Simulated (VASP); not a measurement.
Wanted: the native input for a VASP 6.6.1 run.

| Quantity | Value |
| --- | --- |
| Task | single point |
| Functional | PBE |
| Potentials or basis | VASP PAW PBE potentials, release 64 (Mg, Se) |
| Cutoff | 520 eV |
| k mesh | 8 × 8 × 8 |
| Occupations | gaussian, width 0.02 eV |
| Spin | no spin polarisation |
| Dipole correction | no |
| Further INCAR settings | ALGO = Normal; EDIFF = 1e-07; NBANDS = 11 |

The structure of MgSe lies in POSCAR:

```
MgSe
1.0
    0.0000000000      2.7544736754      2.7544736754
    2.7544736754      0.0000000000      2.7544736754
    2.7544736754      2.7544736754      0.0000000000
Mg Se
1 1
Direct
    0.0000000000      0.0000000000      0.0000000000
    0.5000000000      0.5000000000      0.5000000000
```

One way to write it, as run:

INCAR

```
  PREC = Accurate
  ENCUT = 520
  EDIFF = 1E-7
  ISMEAR = 0
  SIGMA = 0.02
  LREAL = F
  LASPH = T
  NELM = 60
  ALGO = Normal
  ISIF = 2
  LWAVE = F
  LCHARG = F
  GGA = PE
  NBANDS = 11
```

KPOINTS

```
Automatic mesh
0
Gamma
  8 8 8
```

Potentials or basis: VASP PAW PBE potentials, release 64 (Mg, Se).

The run is started by

```console
$ cat potpaw_PBE.64/Mg/POTCAR potpaw_PBE.64/Se/POTCAR > POTCAR
$ mpirun -np 1 vasp_std > vasp.out
```

Results of the run:

```
Pressure               : -0.1 GPa
Band gap on the k mesh : 1.75 eV, indirect (least direct gap 2.39 eV)
```

Run time: 14 s on 1 thread of Intel(R) Xeon(R) Platinum 8259CL CPU @ 2.50GHz (Skylake/Cascade Lake) (shared host), peak memory 0.17 GiB.
